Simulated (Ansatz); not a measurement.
Crystal: HfO2.

```
Hf O
1.0
     5.21946    0.00000    0.00000
     0.00000    5.00476    0.00000
     0.00000    0.00000    5.03269
Hf O
4 8
Direct
  0.96699 0.73252 0.74144
  0.53301 0.73252 0.24144
  0.46699 0.26748 0.74144
  0.03301 0.26748 0.24144
  0.63213 0.92865 0.87927
  0.86787 0.92865 0.37927
  0.23395 0.53988 0.49229
  0.26605 0.53988 0.99229
  0.76605 0.46012 0.99229
  0.73395 0.46012 0.49229
  0.13213 0.07135 0.87927
  0.36787 0.07135 0.37927
```

Measurements of this composition are mostly on another form, of space group No. 14.

Base run:

* Program: Ansatz 0.2.0
* Functional: PBEsol
* Potentials or basis: Ansatz PAW
* Cutoff: 420 eV (not typed: the program's choice for these potentials)
* k mesh: 4 × 5 × 4
* Occupations: fermi-dirac, width 0.05 eV
* Spin: no spin polarisation

Its results: band gap on the k mesh 4.43 eV, indirect (least direct gap 4.66 eV); pressure 1.7 GPa; largest force 0.096 eV/Å.

After a change of settings the same cell gave: band gap on the k mesh 4.57 eV, indirect (least direct gap 4.78 eV); pressure 16.5 GPa; largest force 0.156 eV/Å. Which change was it?
A. functional from PBEsol to revPBE
B. functional from PBEsol to RPBE
C. functional from PBEsol to r2SCAN; cutoff from 420 eV (not typed: the program's choice for these potentials) to 500 eV (not typed: the program's choice for these potentials)
D. functional from PBEsol to BLYP

D.

BLYP binds less tightly than PBEsol, so the same cell stands under more pressure.

Caveats: spin-orbit coupling is left out, which moves the levels of the heavy elements; the PAW data sets come from PBE, with cores solved anew for the run's functional, which leaves a small shift of forces and pressure.
